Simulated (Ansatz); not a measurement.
# C (Fd-3m) in Ansatz: a series of runs, part 2 of 2

Ansatz 0.2.0.

### Step 5. Born charges and dielectric tensor, PBE

Input file input.yaml:

```yaml
crystal:
  lattice:
    - [0.0, 1.78337, 1.78337]
    - [1.78337, 0.0, 1.78337]
    - [1.78337, 1.78337, 0.0]
  atoms:
    - { symbol: C, position: [0.75, 0.75, 0.75] }
    - { symbol: C, position: [0.5, 0.5, 0.5] }
hamiltonian:
  xc: pbe
  pseudopotentials: { kind: paw }
kpoints:
  mp_grid: { grid: [13, 13, 13] }
scf:
  occupations: { method: fixed }
output:
  eigenvalues: true
dielectric:
  method: response
```

Potentials or basis: Ansatz PAW.

Started as:

```
ansatz run input.yaml --threads 2 --pin off --max-ram 5632MiB --backend cpu --events-out ev --progress --plain --runs-dir out
```

The program printed:

```text
Warning: RAYON_NUM_THREADS=2 ignored (pool sized by the plan → 2); use --threads N
Engine: ansatz 0.2.0, x86_64-unknown-linux-gnu
Pseudopotentials: kind: paw
Pseudopotential: C, paw, valence charge 4, recommended cutoff 420 eV (normal), C.paw.azcp
Functional definition: PBE
  parameter kappa = 0.804
  parameter beta = 0.06672455060314922
  exchange = pbe_x(kappa = kappa, mu = beta*pi^2/3)
  correlation = pbe_c(beta = beta)
Crystal: 2 atoms, lattice volume = 11.344 Å³
Basis set: ecut = 420 eV, 229 PW (Γ), exchange–correlation on 40×40×40 points (8 copies of the dense FFT grid, shifted against one another)
Bands: 8, of which v1, the nominal top of the filled ones, is band 4 counted from 1 (3 counted from 0)
Symmetry: 48 space group operations
k-points: 196 of 2197 (irreducible under 8 space group operations, time reversal used)
Non-local potential: C, projectors of the file, l = 0: 2, l = 1: 2, l = 2: 1
PAW form: soft (Blöchl's): semilocal exchange-correlation on the pseudo side does not see the compensation charge
PAW one-centre angular grid: C, 110 points (default); XC on 64 Gauss nodes
Initial density: superposition of atomic densities (neutral atoms: chi_scale 0, normalization atom), corrected by the library's trained network
Initial wavefunctions: pseudopotential atomic-orbital guess
Functional: x = pbe(κ = 0.804, μ = 0.2195149727645171), c = pbe(β = 0.06672455060314922)
SCF iter   1: F=—  HF=-501.615386 eV  |F-HF|=—  |Δ(HF+E_count)|=         —  Δρ=1.77e-3  dr2=9.59e-5  ethr=1.77e-3  ⟨swp⟩=3.9  Hψ=9249  notcnv=0  defer=322
preconditioner: auto → none  [insulator: Δε(μ)=4.159 eV  Ē_g=19.632 eV  n_scr=0 (ndim 8)  ℏωp=31.2 eV  f_vac=0.000  ε∞_Penn≈3.5]
SCF iter   2: F=—  HF=-501.615445 eV  |F-HF|=—  |Δ(HF+E_count)|=   5.96e-5  Δρ=8.76e-4  dr2=2.08e-5  ethr=1.20e-6  ⟨swp⟩=2.2  Hψ=3930  notcnv=0  defer=343
SCF iter   3: F=—  HF=-501.615499 eV  |F-HF|=—  |Δ(HF+E_count)|=   5.43e-5  Δρ=9.06e-5  dr2=5.95e-7  ethr=2.60e-7  ⟨swp⟩=2.1  Hψ=2536  notcnv=0  defer=270
SCF iter   4: F=—  HF=-501.615498 eV  |F-HF|=—  |Δ(HF+E_count)|=   1.05e-6  Δρ=2.31e-5  dr2=3.21e-8  ethr=7.43e-9  ⟨swp⟩=2.0  Hψ=2332  notcnv=0
SCF iter   5: F=—  HF=-501.615498 eV  |F-HF|=—  |Δ(HF+E_count)|=   4.31e-9  Δρ=5.33e-6  dr2=1.74e-9  ethr=4.01e-10  ⟨swp⟩=2.2  Hψ=2361  notcnv=0
SCF iter   6: F=-501.615498 eV  HF=-501.615498 eV  |F-HF|=4.21e-12  |Δ(HF+E_count)|=  2.05e-10  Δρ=6.41e-7  dr2=2.70e-11  ethr=1.25e-12  ⟨swp⟩=2.4  Hψ=7218  notcnv=0
SCF 1 converged in 6 iterations: F = -501.615498 eV  dr2 = 2.70e-11
NSCF: frozen V_eff on 5 k-points
DFPT response loops at Γ: preconditioner auto → none (the input reference at scf.mixing.eps_inf says where Resta's filter doesn't serve); β = 0.50; Broyden in place of MSR1
── the response to a field inside a basis, on 14×14×14 k-points: an SCF that follows is theirs, and a resumed run solves both again ──
Bands: 5, of which v1, the nominal top of the filled ones, is band 4 counted from 1 (3 counted from 0)
k-points: 280 of 2744 (irreducible under 12 space group operations)
Initial density: handed on by an earlier stage of this run
Initial wavefunctions: pseudopotential atomic-orbital guess (no wavefunctions were taken with the density)
Eigensolver: Dense (280 Hₖ)
SCF iter   1: F=—  HF=-501.619655 eV  |F-HF|=—  |Δ(HF+E_count)|=         —  Δρ=7.79e-4  dr2=1.01e-5  ethr=1.00e-1
preconditioner: auto → none  [insulator: Δε(μ)=4.309 eV  Ē_g=15.997 eV  n_scr=0 (ndim 8)  ℏωp=31.2 eV  f_vac=0.000  ε∞_Penn≈4.8]
SCF iter   2: F=—  HF=-501.619665 eV  |F-HF|=—  |Δ(HF+E_count)|=   9.22e-6  Δρ=3.88e-4  dr2=2.26e-6  ethr=1.26e-7
SCF iter   3: F=-501.619668 eV  HF=-501.619668 eV  |F-HF|=1.60e-8  |Δ(HF+E_count)|=   3.70e-6  Δρ=2.31e-5  dr2=9.30e-9  ethr=2.83e-8
SCF 1 converged in 3 iterations: F = -501.619668 eV  dr2 = 9.30e-9
DFPT response loops at Γ: mixed as the last ones told, above
SCF converged after 6 iterations
Free energy (F): -501.615498 eV
Harris-Foulkes:  -501.615498 eV  (|F-HF|=4.21e-12)
Internal energy: -501.615498 eV  (E = F + TS)
E sigma→0 (E₀):  -501.615498 eV
Fermi energy:    13.316450 eV
--- Per-component energies (eV) ---
  E_band       = 34.706490
  E_kinetic    = 184.535791
  E_local      = -122.399895  (includes V_loc(G=0)·N_el)
  E_nonlocal   = 53.316466
  E_hartree    = 26.768441
  E_xc         = -97.431440
  E_vxc        = -120.957161  (∫ρ·V_xc dr)
  E_paw        = -198.443516  (= ΣΔE_a)
  E_vpaw       = -13.325567  (= ΣTr[D̂ρ^β])
  E_aug_tail   = 0.000018  (compensation charges beyond the density's cutoff)
  E_ewald      = -347.961363
  E_smearing   = -0.000000  (= −TS)
  E_closure    = -0.000000  (closes the sum)
  Σ components = -501.615498   (vs F -501.615498, Δ=0.00e0)
--- Band table (eV; the first three rows and the last of 196) ---
  k-point 0: bands = ["-8.1626", "13.3165", "13.3165", "13.3165", "18.9104", "18.9104", "18.9104", "26.5945"]
  k-point 1: bands = ["-7.9988", "12.2497", "13.0366", "13.0366", "19.2753", "19.2753", "19.5390", "26.7366"]
  k-point 2: bands = ["-7.5090", "9.9811", "12.4063", "12.4063", "20.1018", "20.1018", "20.5594", "27.1504"]
  k-point 195: bands = ["0.5349", "1.9840", "4.6652", "5.6449", "23.5143", "23.5954", "25.3910", "26.6939"]
--- Dielectric response (ions clamped): 3 representative field directions + reference, inside a basis on a mesh of 2744 k-points (Σ response iterations 12) ---
  ε∞ (high-frequency dielectric tensor):
        5.843990    -0.000000    -0.000000
       -0.000000     5.843990     0.000000
       -0.000000     0.000000     5.843990
  Born effective charges Z* (e; rows j = field, columns β = displacement):
    site 0:
         0.00000   -0.00000    0.00000
        -0.00000   -0.00000   -0.00000
         0.00000    0.00000    0.00000
    site 1:
        -0.00000    0.00000   -0.00000
         0.00000    0.00000    0.00000
        -0.00000   -0.00000    0.00000
  Z* charge neutrality: 6.747e-4 e pre-enforcement
  solved inside a basis spanned on kpoints, on 14×14×14 k-points, its susceptibility summed on 20×20×20: ε∞ is read to err by 1.6e-2, Z* by 4.5e-3 e (field_mesh: kpoints solves on kpoints)
```

Wall time 15 s (2 threads of Intel Xeon at 2.70GHz, shared host); peak memory 0.51 GiB.

What came out:

| Quantity | Value |
| --- | --- |
| Free energy | -501.6155 eV |
| Band gap on the k mesh | 4.15 eV, indirect (least direct gap 5.59 eV) |
| Electronic dielectric tensor (diagonal) | 5.84 |
| Born charges (mean of the diagonal) | C +0.00 e |

Electronic dielectric tensor:
```
5.84 0.00 0.00
0.00 5.84 0.00
0.00 0.00 5.84
```

Born effective charge tensors (e):
atom 1, C
```
0.00 0.00 0.00
0.00 0.00 0.00
0.00 0.00 0.00
```
atom 2, C
```
0.00 0.00 0.00
0.00 0.00 0.00
0.00 0.00 0.00
```

Caveat: odd divisions of the mesh miss points on the zone boundary, where band edges often lie, so the gap on the mesh can be too wide.

### Step 6. Overview

```tsv
task	level	k mesh	cutoff (eV)	smearing	points for each segment of the path	atoms under strain	mesh quality	gap on the mesh (eV)	pressure (GPa)
band structure	r2SCAN50	7 × 7 × 7	500	fermi-dirac 0.05 eV	4	-	coarse	8.10	-18.0
band structure	HF	7 × 7 × 7	420	fermi-dirac 0.05 eV	4	-	coarse	12.70	-6.5
elastic constants	PBE	10 × 10 × 10	420	fixed	-	clamped	not flagged	4.18	1.8
Born charges and dielectric tensor	PBE	13 × 13 × 13	420	fixed	-	-	not flagged	4.15	-
```

Alike in all rows: potentials or basis Ansatz PAW; no spin polarisation; cell as given.

Caveats: some runs use coarse meshes; the k mesh misses the band edges, so the gap on the mesh is wider than the one along the path (some runs); the PAW data sets come from PBE, with cores solved anew for the run's functional, which leaves a small shift of forces and pressure (some runs); the thresholds are loose for stress (some runs); so large a pressure means that the cell lies far from this level's equilibrium, or that cutoff or potentials fall short (some runs); odd divisions of the mesh miss points on the zone boundary, where band edges often lie, so the gap on the mesh can be too wide (some runs).

Total energies depend on the potentials used, so only differences within one code and one set of settings carry meaning.
